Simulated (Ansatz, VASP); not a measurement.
## Cross-check of MoS3 between VASP and Ansatz

Aim: how closely do two programs agree when they are given the same cell, functional and k mesh? The cell is generated by rule, not measured, and may not be a known phase. The cell is taken from a series of runs on this material, whose earlier steps may have relaxed, scaled, displaced or heated it; both programs get it as it stands.

Program: Ansatz 0.2.0. Level of theory: plane waves, with VASP 6.6.1 beside it; relaxation of cell and atoms at PBEsol. Results are calculated unless marked as measured.

The structure was built from a prototype and need not be the compound's stable phase.

## (1) The starting structure

The structure is tetragonal, space group I4/mmm (No. 139). The conventional cell has a = 6.547 Å, b = 6.547 Å, c = 9.259 Å, α = 90.00°, β = 90.00°, γ = 90.00°. Nearest to Mo lie 6 S at 2.27 to 2.33 Å. Nearest to Mo lie 6 S at 2.29 to 2.35 Å. Nearest to S lie 2 Mo at 2.29 to 2.33 Å. Nearest to S lie 2 Mo at 2.27 to 2.35 Å. Farther neighbours and most contacts between anions are not listed.

## (2) VASP: relaxation of cell and atoms, PBEsol, pair 1

The relaxed volume is the usual yardstick between codes: in a stiff, nearly cubic crystal its relative difference is about their pressure difference at one cell divided by the bulk modulus.

Lines of VASP's logs that name or quote its potential files are left out, and so is its time.

INCAR reads:

```
SYSTEM = MoS3
PREC = Accurate
ENCUT = 500
EDIFF = 1E-07
NELM = 120
ISMEAR = 1
SIGMA = 0.15
LREAL = .FALSE.
ALGO = Normal
GGA = PS
NBANDS = 40
LASPH = .TRUE.
LORBIT = 11
LWAVE = .FALSE.
LCHARG = .FALSE.
ISIF = 3
IBRION = 2
NSW = 80
EDIFFG = -0.005
GGA_COMPAT = .FALSE.
NELMIN = 4
KPAR = 2
```

POSCAR reads:

```
MoS3
1.0
    4.6295550000      4.6295550000      0.0000000000
    4.6295550000      0.0000000000      4.6295550000
    4.6295550000      0.0000000000     -4.6295550000
Mo S
2 6
Direct
    0.0000000000      0.0000000000      0.0000000000
    0.0000000000      0.5000000000      0.5000000000
    0.0000000000      0.2521600078      0.7478399922
    0.0000000000      0.7478399922      0.2521600078
    0.4913598607      0.7543200696      0.7543200696
    0.5086401393      0.2456799304      0.2456799304
    0.0000000000      0.2521600078      0.2521600078
    0.0000000000      0.7478399922      0.7478399922
```

KPOINTS reads:

```
Automatic mesh
0
Gamma
8 8 8
0 0 0
```

PAW data sets: Mo_sv and S (PBE family, release 64).

On the command line:

```sh
$ mpirun -np 2 vasp_std
```

Numbers of over 12 decimals in the logs are rounded to 6 here.

Output:

```text
[banner, memory and clock lines left out]
running    2 mpi-ranks, on    1 nodes
 distrk:  each k-point on    1 cores,    2 groups
 distr:  one band on    1 cores,    1 groups

 POSCAR found type information on POSCAR MoS
 POSCAR found :  2 types and       8 ions
|                                                                             |
|               ----> ADVICE to this user running VASP <----                  |
|                                                                             |
|     You enforced a specific xc type in the INCAR file but a different       |
|     [... a line on the potential file left out ...]
|     I HOPE YOU KNOW WHAT YOU ARE DOING!                                     |
|                                                                             |

 LDA part: xc-table for (Slater+PW92), standard interpolation
 POSCAR, INCAR and KPOINTS ok, starting setup
 FFT: planning ... GRIDC
 FFT: planning ... GRID_SOFT
 FFT: planning ... GRID
 WAVECAR not read
 entering main loop
       N       E                     dE             d eps       ncg     rms          rms(c)
DAV:   1     0.477495105324E+03    0.47750E+03   -0.31486E+04  5408   0.140E+03
DAV:   2    -0.223064990111E+02   -0.49980E+03   -0.48125E+03  6040   0.332E+02
DAV:   3    -0.546773921216E+02   -0.32371E+02   -0.31111E+02  5840   0.767E+01
DAV:   4    -0.555699799023E+02   -0.89259E+00   -0.88437E+00  5552   0.132E+01
DAV:   5    -0.555956593045E+02   -0.25679E-01   -0.25663E-01  5824   0.220E+00    0.390E+01
DAV:   6    -0.544010437490E+02    0.11946E+01   -0.33598E+01  4800   0.328E+01    0.178E+01
DAV:   7    -0.505140510809E+02    0.38870E+01   -0.19941E+01  4776   0.261E+01    0.116E+01
DAV:   8    -0.499523356429E+02    0.56172E+00   -0.17076E+00  4992   0.755E+00    0.204E+00
DAV:   9    -0.499440259798E+02    0.83097E-02   -0.13876E-01  6192   0.171E+00    0.104E+00
DAV:  10    -0.499426780970E+02    0.13479E-02   -0.11679E-02  5440   0.659E-01    0.346E-01
DAV:  11    -0.499428398758E+02   -0.16178E-03   -0.23032E-03  5624   0.359E-01    0.182E-01
DAV:  12    -0.499432609509E+02   -0.42108E-03   -0.15372E-03  5384   0.225E-01    0.985E-02
DAV:  13    -0.499434315888E+02   -0.17064E-03   -0.18158E-04  5640   0.663E-02    0.404E-02
DAV:  14    -0.499435454873E+02   -0.11390E-03   -0.83187E-05  5200   0.354E-02    0.120E-02
DAV:  15    -0.499435752852E+02   -0.29798E-04   -0.18880E-05  5256   0.145E-02    0.766E-03
DAV:  16    -0.499435803184E+02   -0.50332E-05   -0.43355E-06  4624   0.714E-03    0.279E-03
DAV:  17    -0.499435806978E+02   -0.37938E-06   -0.33935E-07  4688   0.241E-03    0.116E-03
DAV:  18    -0.499435807387E+02   -0.40880E-07   -0.42459E-08  3160   0.977E-04
   1 F= -.49943581E+02 E0= -.49949343E+02  d E =-.499436E+02
[...]
2 F= -.49945601E+02 E0= -.49951597E+02  d E =-.201982E-02
[...]
3 F= -.49945662E+02 E0= -.49951698E+02  d E =-.208175E-02
[...]
4 F= -.49947100E+02 E0= -.49953229E+02  d E =-.143740E-02
[...]
5 F= -.49948996E+02 E0= -.49955058E+02  d E =-.333359E-02
[...]
6 F= -.49949022E+02 E0= -.49955038E+02  d E =-.335959E-02
[...]
7 F= -.49949023E+02 E0= -.49955050E+02  d E =-.336090E-02
 curvature:  -1.19 expect dE=-0.466E-03 dE for cont linesearch -0.232E-08
 trial: gam=-0.10977 g(F)=  0.156E-04 g(S)=  0.376E-03 ort = 0.437E-05 (trialstep = 0.569E+00)
 search vector abs. value=  0.508E-03
 bond charge predicted
       N       E                     dE             d eps       ncg     rms          rms(c)
DAV:   1    -0.499501783107E+02   -0.11549E-02   -0.27586E-02  4720   0.103E+00    0.320E-01
DAV:   2    -0.499496782126E+02    0.50010E-03   -0.42398E-03  4744   0.443E-01    0.155E-01
DAV:   3    -0.499492016610E+02    0.47655E-03   -0.97225E-04  4808   0.190E-01    0.612E-02
DAV:   4    -0.499491268843E+02    0.74777E-04   -0.25549E-04  5304   0.942E-02    0.274E-02
DAV:   5    -0.499491292731E+02   -0.23888E-05   -0.12193E-05  5696   0.184E-02    0.190E-02
DAV:   6    -0.499491312717E+02   -0.19986E-05   -0.29261E-06  5640   0.113E-02    0.902E-03
DAV:   7    -0.499491317388E+02   -0.46715E-06   -0.19251E-06  5464   0.944E-03    0.216E-03
DAV:   8    -0.499491318962E+02   -0.15738E-06   -0.33111E-07  4472   0.316E-03    0.124E-03
DAV:   9    -0.499491319126E+02   -0.16431E-07   -0.28560E-08  2712   0.927E-04
   8 F= -.49949132E+02 E0= -.49955168E+02  d E =-.108523E-03
 trial-energy change:   -0.000109  1 .order   -0.000109   -0.000222    0.000005
 step:   0.5563(harm=  0.5563)  dis= 0.00053  next Energy=   -49.949132 (dE=-0.109E-03)
 reached required accuracy - stopping structural energy minimisation
```

From OUTCAR (step 2):

```text
ion  position               nearest neighbor table
   1  0.000  0.000  0.000-   5 2.27   6 2.27   3 2.33   4 2.33   7 2.33   8 2.33
   2  0.000  0.500  0.500-   3 2.29   4 2.29   7 2.29   8 2.29   6 2.35   5 2.35
   3  0.000  0.252  0.748-   2 2.29   1 2.33
   4  0.000  0.748  0.252-   2 2.29   1 2.33
   5  0.491  0.754  0.754-   1 2.27   2 2.35
   6  0.509  0.246  0.246-   1 2.27   2 2.35
   7  0.000  0.252  0.252-   2 2.29   1 2.33
   8  0.000  0.748  0.748-   2 2.29   1 2.33

  LATTYP: Found a face centered cubic cell.
 ALAT       =     9.2591100000

 Subroutine GETGRP returns: Found 16 space group operations
 (whereof 16 operations were pure point group operations)

The static configuration has the point symmetry D_4h.

 Found     59 irreducible k-points:

   k-points           NKPTS =     59   k-points in BZ     NKDIM =     59   number of bands    NBANDS=     40

   dimension x,y,z NGX =    48 NGY =   48 NGZ =   48
   dimension x,y,z NGXF=    96 NGYF=   96 NGZF=   96

   ENCUT  =  500.0 eV  36.75 Ry    6.06 a.u.  11.94 11.94 11.94*2*pi/ulx,y,z

   NELECT =      64.0000    total number of electrons

 k-points in reciprocal lattice and weights: Automatic mesh
   0.00000000  0.00000000  0.00000000       0.002
   0.12500000  0.00000000  0.00000000       0.004
   0.12500000  0.12500000  0.12500000       0.008
   0.25000000  0.00000000  0.00000000       0.004
   0.25000000  0.25000000  0.25000000       0.008
   0.37500000  0.00000000  0.00000000       0.004
   0.37500000  0.37500000  0.37500000       0.008
   0.50000000  0.00000000  0.00000000       0.002
   0.50000000  0.50000000  0.50000000       0.004
[...]
-0.25000000  0.25000000  0.25000000       0.008
   0.25000000  0.50000000  0.50000000       0.004

 average (electrostatic) potential at core
       1 -79.3626       2 -79.3678       3 -88.3515       4 -88.3515       5 -88.3630
       6 -88.3630       7 -88.3515       8 -88.3515

 E-fermi :   3.1885

 k-point     1 :       0.0000    0.0000    0.0000
  band No.  band energies     occupation
    ...
     28       2.0764      2.00000
     29       2.0782      2.00000
     30       2.7800      2.00081
     31       2.7856      2.00097
     32       2.7856      2.00097
     33       3.6327     -0.00023
     34       3.6505     -0.00012
     35       3.6505     -0.00012
     36       3.7727     -0.00000
     37       3.8030     -0.00000
    ...

 k-point     2 :       0.1250    0.0000    0.0000
  band No.  band energies     occupation
    ...
     28       2.0466      2.00000
     29       2.3817      2.00000
     30       2.3817      2.00000
     31       2.9870      2.06725
     32       2.9870      2.06725
     33       3.4469     -0.03515
     34       3.4469     -0.03515
     35       3.6300     -0.00026
     36       3.8081     -0.00000
     37       4.6586     -0.00000
    ...

 k-point     3 :       0.1250    0.1250    0.1250
  band No.  band energies     occupation
    ...
     28       2.0566      2.00000
     29       2.3838      2.00000
     30       2.3844      2.00000
     31       2.9974      2.07022
     32       3.0422      2.04475
     33       3.3913     -0.06674
     34       3.4410     -0.03858
     35       3.6477     -0.00013
     36       3.7850     -0.00000
     37       4.6755     -0.00000
    ...

  Total        0.0109768     -0.0033788      0.0109768      0.0000000     -0.0000000     -0.0000000
  in kB        0.0882106     -0.0271521      0.0882106      0.0000000     -0.0000000     -0.0000000
  external PRESSURE =       0.0497564 kB  Pullay stress =       0.0000000 kB

  energy-cutoff  :      500.00
  volume of cell :      199.37
      direct lattice vectors                 reciprocal lattice vectors
     4.633475089  4.643249894  0.000000000     0.000000000  0.215366397 -0.000000000
     4.633475089  0.000000000  4.633475089     0.107910368 -0.107683199  0.107910368
     4.633475089 -0.000000000 -4.633475089     0.107910368 -0.107683199 -0.107910368

 POSITION                                       TOTAL-FORCE (eV/Angst)
 -----------------------------------------------------------------------------------
      0.00000      0.00000      0.00000         0.000000     -0.000000      0.000000
      4.63348     -0.00000      0.00000         0.000000     -0.000000      0.000000
      4.63348     -0.00000     -2.28504         0.000000      0.000000      0.002470
      4.63348     -0.00000      2.28504         0.000000     -0.000000     -0.002470
      9.26695      2.25836      0.00000         0.000000      0.000792      0.000000
      4.63348      2.38489      0.00000         0.000000     -0.000792      0.000000
      2.34844     -0.00000      0.00000         0.002470     -0.000000      0.000000
      6.91851     -0.00000      0.00000        -0.002470      0.000000      0.000000
 -----------------------------------------------------------------------------------
    total drift:                               -0.000000     -0.000000     -0.000000

  FREE ENERGIE OF THE ION-ELECTRON SYSTEM (eV)
  ---------------------------------------------------
  free  energy   TOTEN  =       -49.9491319126 eV

  energy  without entropy=      -49.9672410556  energy(sigma->0) =      -49.95516829

 reached required accuracy - stopping structural energy minimisation

 total charge
# of ion       s       p       d       tot
------------------------------------------
    1        2.320   6.246   3.885  12.451
    2        2.320   6.246   3.885  12.451
    3        1.351   2.320   0.000   3.671
    4        1.351   2.320   0.000   3.671
    5        1.352   2.320   0.000   3.672
    6        1.352   2.320   0.000   3.672
    7        1.351   2.320   0.000   3.671
    8        1.351   2.320   0.000   3.671
--------------------------------------------------
tot         12.748  26.413   7.770  46.931

[... 3 further parts left out ...]
```

Methfessel-Paxton smearing is not meant for a cell with a gap. The run keeps the 16 symmetry operations of its start, so it cannot find a distortion of lower symmetry.

(Part 1 of 2 ends here.)

[Lines on the potential files, build, host, timing and source positions are cut from VASP's logs without a mark.]

[Logs are printed without paths, hosts, clocks, repeated set-up lines and the standing remarks that a program may print on its own settings, such as how far it seeks lower states.]

[Hosts, paths, dates, database ids (printed as entryN), source tags and the programs' standing remarks are cut or masked in the printed files.]
